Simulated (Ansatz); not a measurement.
**WC (Qusongite) under changes of volume**

One of the cells (10.376 Å³/atom); the others are scaled copies at fixed shape and fractional positions:

```xyz
2
Lattice="2.9065 0.0000 0.0000 -1.4532 2.5171 0.0000 0.0000 0.0000 2.8366" Properties=species:S:1:pos:R:3 pbc="T T T"
W     0.0000    0.0000    0.0000
C     1.4533    0.8390    1.4183
```

```yaml
Program: Ansatz 0.2.0
Functional: LDA
Potentials_or_basis: all-electron LAPW, scalar-relativistic
Cutoff: 335 eV (chosen from the basis error)
Basis_error_allowed: 0.001 eV/atom
k_mesh: 10 × 10 × 9
Occupations: fermi-dirac, width 0.05 eV
Spin: no spin polarisation
```

```tsv
volume (Å³/atom)	energy over the lowest point (meV/atom)	pressure (GPa)
9.754	?	?
9.961	3.61	7.3
10.169	0.00	-1.7
10.376	7.46	-9.7
10.584	24.88	-17.0
10.791	51.23	-23.5
10.999	85.59	-29.4
```

What does the run at 9.754 Å³/atom give?

Energy over the lowest point 19.53 meV/atom; pressure 17.3 GPa.

Worked out: A Birch-Murnaghan fit of order 3 (a polynomial in V^(-2/3)) to the other rows has its minimum at 10.13 Å³/atom with B0 = V·E''(V) = 427 GPa and B' = 4.4 at fixed shape and positions, which overstates the stiffness. It gives 19.58 meV/atom at 9.754 Å³/atom, against the run's 19.53, and -dE/dV = 17.5 GPa, against 17.3.

Energies are extrapolated to zero smearing.
